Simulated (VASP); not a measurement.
**Cd: single point with PBE**

Cd:

```xyz
1
Lattice="0.0000 2.2516 2.2516 2.2516 0.0000 2.2516 2.2516 2.2516 0.0000" Properties=species:S:1:pos:R:3 pbc="T T T"
Cd    0.0000    0.0000    0.0000
```

The cell was built by a generator and needn't be a form met in nature.

| Item | Value |
| --- | --- |
| Program | VASP 6.6.1 |
| Task | single point |
| Functional | PBE |
| Potentials or basis | VASP PAW PBE potentials, release 64 (Cd) |
| Cutoff | 520 eV |
| k mesh | 16 × 16 × 16 |
| Occupations | gaussian, width 0.05 eV |
| Spin | non-collinear spin, zero start, spin-orbit coupling |
| Starting moments | [[0.0, 0.0, 0.0]] μB |
| Dipole correction | no |
| Further INCAR settings | ALGO = Normal; EDIFF = 1e-06; NBANDS = 23 |

- Pressure: 0.3 GPa
- Net moment: 0.00 μB per cell
- Valence electrons inside the program's atomic spheres: Cd 10.29

Moments on the atoms (μB; x, y, z):
```
Cd  0.00 0.00 0.00
```

Run time: 76 s on 1 thread of Intel(R) Xeon(R) Platinum 8488C (Sapphire Rapids) (shared host), peak memory 0.26 GiB.
